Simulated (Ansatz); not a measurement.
## A Ti vacancy in rutile TiO2, 71 atoms, charge −4

All numbers come from Ansatz (PAW, plane waves, no spin–orbit coupling) at the single k point (¼, ¼, ¼) without its symmetry partners. The atoms were relaxed with PBEsol in a fixed cell; other functionals are single points on those atoms unless said otherwise. The valence top and gap of the host come from its small cell on a dense mesh, with the band extrema sought between the mesh points, lined up by the mean potential, PBEsol gap 1.87 eV, r²SCAN gap 2.24 eV. The charge correction uses an assumed dielectric constant of 100.

Cell: a = 9.183 Å, b = 9.183 Å, c = 8.817 Å, α = 90.00°, β = 90.00°, γ = 90.00°.

Nearest atoms after relaxation, from the placed atom (for vacancies from the middle of the vacant sites): O at 2.04 Å, O at 2.05 Å, O at 2.14 Å, O at 2.15 Å, O at 2.15 Å, O at 2.16 Å, Ti at 2.83 Å, Ti at 2.84 Å.

Chemical potentials μ are those of reference phases of the elements at zero temperature by the same functional (the usual solids, diamond for C, grey Sn, and the molecules H2, N2, O2, F2, Cl2, Br2 and S8).

```tsv
functional	E(defect) − E(host) − Σ nμ + q·E_VBM (eV)	monopole (eV)	alignment (eV)	formation energy at E_F = VBM (eV)	moment (μB)	wall time, shared host
PBEsol	11.77	0.36	1.35	13.48	0.0	51 s on NVIDIA H100 (relaxation)
r²SCAN	13.33	0.36	1.41	15.10	0.0	24 s on NVIDIA H100
```

r²SCAN one-electron levels near the gap (the ten most localised at most), from the host's valence top, not corrected for the charge's images:

| level (eV) | spin | filling | atoms sharing it | element of the atom with most weight |
| --- | --- | --- | --- | --- |
| -0.19 | up | 1.00 | 46.7 | spread |
| -0.19 | down | 1.00 | 46.7 | spread |
| 2.24 | up | 0.00 | 12.8 | Ti |
| 2.24 | down | 0.00 | 12.8 | Ti |
| 2.32 | up | 0.00 | 18.5 | Ti |
| 2.32 | down | 0.00 | 18.5 | Ti |
| 2.48 | up | 0.00 | 22.0 | spread |
| 2.48 | down | 0.00 | 22.0 | spread |

All elements are taken at their own reference at once; growth conditions in equilibrium with the host shift these energies, by up to the host's formation enthalpy.

One k point and a cell of this size can leave errors of several tenths of an eV in such numbers.
